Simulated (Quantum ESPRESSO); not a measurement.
## CdSe under changes of volume

One of the cells (28.942 Å³/atom); the others are scaled copies at fixed shape and fractional positions:

```xyz
2
Lattice="0.0000 3.0703 3.0703 3.0703 0.0000 3.0703 3.0703 3.0703 0.0000" Properties=species:S:1:pos:R:3 pbc="T T T"
Cd    0.0000    0.0000    0.0000
Se    1.5351    1.5351    1.5351
```

Measurements of this composition are mostly on another form, of space group No. 186.

| Quantity | Value |
| --- | --- |
| Program | Quantum ESPRESSO 7.5 |
| Functional | PBEsol |
| Potentials or basis | GBRV 1.5 PBEsol |
| Cutoff | 612 eV |
| Density cutoff | 4898 eV |
| k mesh | 8 × 8 × 8 |
| Occupations | fermi-dirac, width 0.05 eV |
| Spin | no spin polarisation |

```tsv
volume (Å³/atom)	energy over the lowest point (meV/atom)	pressure (GPa)	gap on the mesh (eV)
27.206	6.63	2.1	0.51
27.784	1.19	0.9	0.47
28.363	0.00	-0.2	0.44
28.942	2.58	-1.2	0.40
29.521	?	?	?
30.100	17.43	-2.9	0.32
30.679	28.99	-3.6	0.29
```

Problem. What does the run at 29.521 Å³/atom give?

Solution. Energy over the lowest point 8.51 meV/atom; pressure -2.1 GPa; gap on the mesh 0.36 eV.

Worked out: A Birch-Murnaghan fit of order 3 (a polynomial in V^(-2/3)) to the other rows has its minimum at 28.25 Å³/atom with B0 = V·E''(V) = 52 GPa and B' = 4.8. It gives 8.52 meV/atom at 29.521 Å³/atom, against the run's 8.51, and -dE/dV = -2.1 GPa, against -2.1. A straight line through the other rows of the gap, of slope -1.85 eV per unit of ln V (its deformation potential), gives 0.36 eV, against the run's 0.36.

Energies are extrapolated to zero smearing.

Spin-orbit coupling on Cd, Se is left out.
